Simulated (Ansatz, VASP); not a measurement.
# Two plane-wave programs on In

Contents of INCAR:

```
SYSTEM = In
PREC = Accurate
ENCUT = 520
EDIFF = 1E-8
ISMEAR = -1
SIGMA = 0.05
LREAL = .FALSE.
LASPH = .TRUE.
NELM = 80
ALGO = Normal
ISIF = 2
LWAVE = .FALSE.
LCHARG = .FALSE.
GGA = PS
LEFG = .TRUE.
NBANDS = 12
```

Contents of KPOINTS:

```
Automatic mesh
0
G
  15 15 15
  0 0 0
```

Contents of POSCAR:

```
In
1.0
    0.0000000000      2.3956139017      2.3956139017
    2.3956139017      0.0000000000      2.3956139017
    2.3956139017      2.3956139017      0.0000000000
In
1
Direct
    0.0000000000      0.0000000000      0.0000000000
```

Input for Ansatz:

```yaml
crystal:
  lattice:
    - [0.0, 2.3956139017, 2.3956139017]
    - [2.3956139017, 0.0, 2.3956139017]
    - [2.3956139017, 2.3956139017, 0.0]
  atoms:
    - { symbol: In, position: [0.0, 0.0, 0.0] }
kpoints:
  mp_grid: { grid: [15, 15, 15] }
  band_path:
    path:
      - [0.0, 0.0, 0.0]
      - [0.5, 0.0, 0.5]
      - [0.625, 0.25, 0.625]
      - [0.375, 0.375, 0.75]
      - [0.0, 0.0, 0.0]
      - [0.5, 0.5, 0.5]
      - [0.5, 0.25, 0.75]
      - [0.5, 0.0, 0.5]
    npoints: 5
scf:
  occupations: { method: fermi_dirac, width: 0.05 }
hamiltonian:
  xc: pbesol
  pseudopotentials: { kind: paw }
output:
  forces: true
  stress: true
  eigenvalues: true
  efg: { contact_densities: true }
```

Alike in both runs: task electric field gradients; functional PBEsol; k mesh 15 × 15 × 15; occupations fermi-dirac, width 0.05 eV; no spin polarisation.

|  | VASP | Ansatz |
| --- | --- | --- |
| version | VASP 6.6.1 | Ansatz 0.2.0 |
| potentials or method | VASP PAW PBE potentials, release 64 (In_d) | PAW with Ansatz's default frozen-core files, scalar-relativistic |
| plane-wave cutoff (eV) | 520 | 420 |
| valence electrons in the cell | 13 | 13 |

```tsv
	VASP	Ansatz	Ansatz less VASP
pressure (GPa)	-2.7	-2.7	+0.05
Vzz of the field gradient on the site that differs most (V/Å²)	0.0	0.0	0.00
```

The functional is the same, so the differences come from potentials, cutoffs and numerics. Ansatz warned: «gradients_without_spin_orbit».

Caveats: the PAW data sets were made with another functional, which shifts forces and pressure a little (VASP).
